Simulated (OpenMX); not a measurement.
## Nd under changes of volume

One of the cells (35.761 Å³/atom); the others are scaled copies at fixed shape and fractional positions:

```
Nd
1.0
    -2.07547    2.07547    2.07547
     2.07547   -2.07547    2.07547
     2.07547    2.07547   -2.07547
Nd
1
Direct
  0.00000 0.00000 0.00000
```

This isn't the form of Nd at room conditions, which is double hcp.

```yaml
Program: OpenMX 3.8.5
Functional: LDA
Potentials_or_basis: OpenMX 2013 LDA set, Nd8.0-s3p2d2f1, fixed grid of 35 × 35 × 35 points
k_mesh: 9 × 9 × 9
Occupations: fermi-dirac, width 0.05 eV
Spin: collinear spin, ferromagnetic start
Starting_moments: "[3.0] μB"
```

```csv
volume (Å³/atom),energy over the lowest point (meV/atom),moment (μB per cell)
33.615,0.00,4.16
34.331,20.49,4.17
35.046,41.99,4.17
35.761,63.93,4.18
36.476,?,?
37.191,110.20,4.21
37.907,134.21,4.22
```

Q: What does the run at 36.476 Å³/atom give?

A: Energy over the lowest point 86.87 meV/atom; moment 4.20 μB per cell.

Worked out: A Birch-Murnaghan fit of order 3 (a polynomial in V^(-2/3)) to the other rows has no minimum within the range. It gives 86.77 meV/atom at 36.476 Å³/atom, against the run's 86.87. A straight line through the other rows of the moment, of slope 0.0143 μB per Å³/atom, gives 4.20 μB, against the run's 4.20.

Energies are extrapolated to zero smearing.

Caveats: the magnetic or orbital state may not be the lowest; the basis of atomic orbitals isn't converged, which shifts pressures, moduli and gaps.
